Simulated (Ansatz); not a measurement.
# CHF3 (SMILES FC(F)F): single points off equilibrium

The task here is to estimate one member of a computed series from the others.

Program: Ansatz 0.2.0, Gaussian basis. Level of theory: single points in def2-TZVPP. These are calculated values, not measurements.

Cores are frozen in the correlated methods.

## The starting structure

SMILES `FC(F)F`, 5 atoms, charge 0, spin multiplicity 1.

Atoms are counted from 1 here; the program's logs count them from 0.

Bond lengths: F1–C2 1.336 Å, C2–F3 1.342 Å, C2–F4 1.315 Å, C2–H5 1.101 Å. Angles: F1–C2–F3 108.8°, F1–C2–F4 107.4°, F1–C2–H5 109.4°, F3–C2–F4 110.2°, F3–C2–H5 110.3°, F4–C2–H5 110.6°.

Coordinates:

```xyz
5

F    -0.68200   -0.33060    1.06670
C     0.02230    0.04800   -0.00420
F     1.06020   -0.78800   -0.15810
F    -0.77710   -0.02480   -1.04600
H     0.37990    1.07990    0.13870
```

The first run:

The input, run/in.yaml:

```yaml
crystal:
  periodic: [false, false, false]
  atoms:
    - {symbol: F, position_ang: [-0.682000, -0.330600, 1.066700]}
    - {symbol: C, position_ang: [0.022300, 0.048000, -0.004200]}
    - {symbol: F, position_ang: [1.060200, -0.788000, -0.158100]}
    - {symbol: F, position_ang: [-0.777100, -0.024800, -1.046000]}
    - {symbol: H, position_ang: [0.379900, 1.079900, 0.138700]}
basis:
  gaussian: {orbitals: def2-TZVPP}
correlation: {method: ccsd_t}
output: {forces: true}
```

The command line of these runs was not kept.

Steps of the session up to this table: CCSD(T)/def2-TZVPP; PBE0-D4/def2-TZVPP; wB97M-V/def2-TZVPP; r2SCAN-D4/def2-TZVPP; PBE-D4/def2-TZVPP; SPW92/def2-TZVPP; r2SCANh-D4/def2-TZVPP.

One of the session's tables, all rows but one given; the rest of the session is left out.

```
    method  RMS force component (eV/Å)  angle to CCSD(T) forces (°)  dipole (D)
   CCSD(T)                       0.393                    reference        1.56
   PBE0-D4                       0.324                         14.2        1.53
   wB97M-V                           ?                            ?           ?
 r2SCAN-D4                       0.410                         18.2        1.47
    PBE-D4                       0.571                         43.6        1.41
     SPW92                       0.276                         38.0        1.46
r2SCANh-D4                       0.357                          4.8        1.51
```

Q: Estimate the row for wB97M-V from the others.

As computed: RMS force component (eV/Å): 0.400; angle to CCSD(T) forces (°): 8.3; dipole (D): 1.53. In the column «RMS force component (eV/Å)» it lies between CCSD(T) (0.393) and r2SCAN-D4 (0.410).
